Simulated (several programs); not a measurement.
## What each method gives for AgCl (zincblende)

AgCl in the zincblende structure, relaxed with r2SCAN in Ansatz, was computed with several methods. Space group F-43m (No. 216), cubic; a = 5.986 Å in the conventional setting, 26.82 Å³ an atom. Around Ag lie 4 Cl at 2.59 Å; around Cl lie 4 Ag at 2.59 Å. The cell comes from a prototype generator: it can be a known phase or a hypothetical one. Spin polarisation is off.

```
Ag Cl
1.0
     0.00000    2.99325    2.99325
     2.99325    0.00000    2.99325
     2.99325    2.99325    0.00000
Ag Cl
1 1
Direct
  0.00000 0.00000 0.00000
  0.25000 0.25000 0.25000
```

Gaps and times are for a single point on this cell; volume and bulk modulus come from each method's own relaxation or energy curve at fixed shape. Times are rough, from shared hosts (Arm Neoverse V1; Arm Neoverse V2), and each method has its own mesh and cell size. PM6 (MOPAC), PM7 (MOPAC), GFN1-xTB (tblite), GFN2-xTB (tblite) treat a cluster of cells at its zone centre, which samples few k points: where these miss a band edge, the gap comes out too large for that reason alone. Gaps from k meshes are read at a limited set of points (mesh, symmetry points, PBE's band edges), so each method's own least gap may be somewhat smaller. xTB and the PM methods were fitted mostly to molecules, and can miss a solid's gap by electronvolts. Minimal bases can be far off for gaps. Times of the plane-wave rungs are withheld (a dash), since they come from other jobs, hosts and meshes; the meshes of hybrids and Hartree-Fock don't converge their gaps to the digits shown. GLLB-SC's gap includes the derivative discontinuity. d marks a direct gap, i an indirect one (no mark: not told apart), a dash a value that wasn't computed or didn't pass its checks.

| method | kind | gap (eV) | own volume (Å³/atom) | bulk modulus (GPa) | atoms computed | processor time |
| --- | --- | --- | --- | --- | --- | --- |
| PBEsol | semilocal | – | 25.50 | – | 2 | – |
| light PBE (260 eV, its own mesh) | light plane-wave | 1.32 d | – | – | 2 | 0.75 s |
| GFN1-xTB (tblite) | tight binding | 2.63 | 27.70 | 42 | cluster | 2.2 s |
| PBE | semilocal | 1.25 d | 27.80 | 30 | 2 | – |
| PBE/SZV (CP2K) | small basis | 1.18 d | – | – | 2 | 3.7 s |
| GFN2-xTB (tblite) | tight binding | 2.86 | 26.86 | 39 | cluster | 4 s |
| LDA | semilocal | 0.94 d | 24.07 | – | 2 | – |
| PBE/single zeta (GPAW) | small basis | 0.86 d | – | – | 2 | 6.1 s |
| r2SCAN | semilocal | 1.65 d | 26.82 | 35 | 2 | – |
| GLLB-SC (GPAW) | model potential | 3.06 | – | – | 2 | 8.7 s |
| PM7 (MOPAC) | semi-empirical | 2.66 | – | – | cluster | 13 s |
| PBE/DZVP (CP2K) | small basis | 1.23 d | 28.40 | 30 | 2 | 13 s |
| PBE+SOC | semilocal | 1.15 d | – | – | 2 | – |
| PM6 (MOPAC) | semi-empirical | 1.84 | – | – | cluster | 20 s |
| PBE0 | hybrid | 3.43 d | – | – | 2 | – |
| HSE06 | hybrid | 2.71 d | 27.74 | – | 2 | – |
| DDH-PBE0 | hybrid | 3.50 d | – | – | 2 | – |
| Hartree-Fock | exact exchange | 10.12 d | – | – | 2 | – |
| r2SCAN0 | hybrid | 3.66 d | – | – | 2 | – |
| HSE06+SOC | hybrid | 2.63 d | – | – | 2 | – |

Against HSE06 (2.71 eV) the nearest gap at the points sampled is that of PM7 (MOPAC) (-0.05 eV) and the farthest that of Hartree-Fock (+7.41 eV). HSE06 is only a yardstick of convenience, and nearness to it can be luck.

Volumes against r2SCAN's: PBEsol -4.9 %, GFN1-xTB (tblite) +3.3 %, PBE +3.7 %, GFN2-xTB (tblite) +0.1 %, LDA -10.2 %, PBE/DZVP (CP2K) +5.9 %, HSE06 +3.4 %.

Only the rows marked +SOC include spin-orbit coupling.
